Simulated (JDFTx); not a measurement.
Crystal: Tm.

```xyz
2
Lattice="3.5375 0.0000 0.0000 -1.7688 3.0636 0.0000 0.0000 0.0000 5.5546" Properties=species:S:1:pos:R:3 pbc="T T T"
Tm    1.7688    1.0212    4.1659
Tm    0.0000    2.0424    1.3886
```

| Item | Value |
| --- | --- |
| Program | JDFTx 1.7.0 (patched build) |
| Task | single point |
| Functional | PBE |
| Potentials or basis | PseudoDojo-SR-PBE-0.4 3+ lanthanide files with smoothed tails |
| Cutoff | 680 eV |
| Density cutoff | 5442 eV |
| k mesh | 9 × 9 × 5 |
| Occupations | fermi-dirac, width 0.05 eV |
| Spin | no spin polarisation |

On this cell: pressure -0.5 GPa; largest force under 0.003 eV/Å; band gap on the k mesh none (metal or under the smearing width).

The same run follows on a disturbed copy (atoms moved at random, drawn with an rms of 0.05 Å):

```
CELL_PARAMETERS angstrom
3.53750 0.00000 0.00000
-1.76875 3.06356 0.00000
0.00000 0.00000 5.55460
ATOMIC_POSITIONS crystal
Tm 0.67298 0.34114 0.74651
Tm 0.32150 0.64748 0.24648
```

What does the disturbed cell give?

The energy (extrapolated to zero smearing) moves by +2.6 meV/atom; pressure -0.5 GPa; largest force 0.116 eV/Å; band gap on the k mesh none (metal or under the smearing width).

Forces on the atoms (eV/Å):
```
Tm  -0.027 -0.113 -0.001
Tm   0.027  0.113  0.001
```

Stress tensor (GPa, compression positive):
```
-0.06  0.06  0.00
 0.06 -0.63  0.00
 0.00  0.00 -0.86
```

Caveats: the empty levels aren't tightly converged; the 4f electrons are frozen in the core as for a trivalent ion, so they carry no moment and show no levels.
